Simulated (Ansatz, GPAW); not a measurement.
**One calculation of HfC, 3 ways**

```
Hf C
1.0
     0.00000    2.32500    2.32500
     2.32500    0.00000    2.32500
     2.32500    2.32500    0.00000
Hf C
1 1
Cartesian
  2.3250 2.3250 2.3250
  0.0000 0.0000 0.0000
```

Alike in all runs: task single point; functional PBE; k mesh 10 × 10 × 10; occupations gaussian, width 0.014 eV; no spin polarisation; no spin-orbit coupling. Pressure is positive in compression and, in plane waves, holds the error of the finite cutoff, which Ansatz's Pulay term estimates and takes out.

```tsv
program and potentials	plane-wave cutoff (eV)	notes	band gap (eV)	pressure (GPa)
Ansatz, Ansatz PAW	420	15 valence electrons an atom on average; Pulay term of +0.24 GPa included	no gap	0.21
GPAW, GPAW PAW data sets (gpaw-data 1.2.1)	800	8 valence electrons an atom on average	no gap	1.27
Ansatz, all-electron LAPW, scalar-relativistic	-	-	?	?
```

Problem. Estimate from the other rows what the run with Ansatz, all-electron LAPW, scalar-relativistic gave.

Solution. No band gap; pressure 0.26 GPa. The other rows, which needn't bracket it: pressure 0.21 to 1.27.
